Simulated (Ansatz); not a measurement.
## Density of states of KF

```cif
data_structure
_symmetry_space_group_name_H-M 'P6_3/mmc'
_symmetry_Int_Tables_number 194
_cell_length_a 4.5475
_cell_length_b 4.5475
_cell_length_c 5.3752
_cell_angle_alpha 90.000
_cell_angle_beta 90.000
_cell_angle_gamma 120.000
_cell_volume 96.26
loop_
_atom_site_label
_atom_site_type_symbol
_atom_site_symmetry_multiplicity
_atom_site_Wyckoff_symbol
_atom_site_fract_x
_atom_site_fract_y
_atom_site_fract_z
_atom_site_occupancy
K1 K 2 d 0.33333 0.66667 0.75000 1
F1 F 2 c 0.33333 0.66667 0.25000 1
```

The runs use the primitive cell with vectors (4.547, 0.000, 0.000), (-2.274, 3.938, 0.000), (0.000, 0.000, 5.375) Å, to which the k mesh refers.

The cell was built from the wurtzite type and relaxed in the same program, and has space group P6_3/mmc; it needn't be a known or the stable phase. The relaxation left the symmetry of that type.

Computed with Ansatz 0.2.0, DFT, PBE, all-electron LAPW, scalar-relativistic.

Numerical set-up: a Γ-centred 11×11×6 k mesh, Fermi–Dirac smearing of 0.03 eV, basis error target 1 meV/atom, no spin polarisation.

**Question.** Which of the resolved shells contributes most in the top eV of the valence band?

**Answer.** F 2p, with 96 % of all states there; K 4s follows with 1 %.

**Question.** Tabulate the density of states.

**Answer.** States per eV and cell, averaged over 0.4 eV, from -10.1 to 6.9 eV, with energies (bin centres) from the valence-band top; empty bins are left out. The partial columns, the largest 4 alone, are projections on Löwdin-orthogonalised atomic shells (those that the program's projection atoms carry: the occupied ones and, for some elements, an empty d or f shell; other empty shells have no column), summed over atoms of an element. Weights on diffuse s and p shells depend on that basis and aren't pure angular character.
```
E (eV)  total   K 3p   F 2p  K 4s  F 2s
 -10.0   8.49   8.34   0.12  0.01  0.02
  -9.6  21.51  21.28   0.12  0.05  0.07
  -0.4  17.20   0.09  16.46  0.41  0.01
   0.0  12.80   0.15  12.48  0.00  0.00
   5.2   0.01   0.00   0.00  0.01  0.00
   5.6   0.19   0.00   0.00  0.15  0.02
   6.0   0.35   0.00   0.01  0.28  0.03
   6.4   0.53   0.01   0.02  0.42  0.03
   6.8   0.85   0.01   0.04  0.64  0.04
```
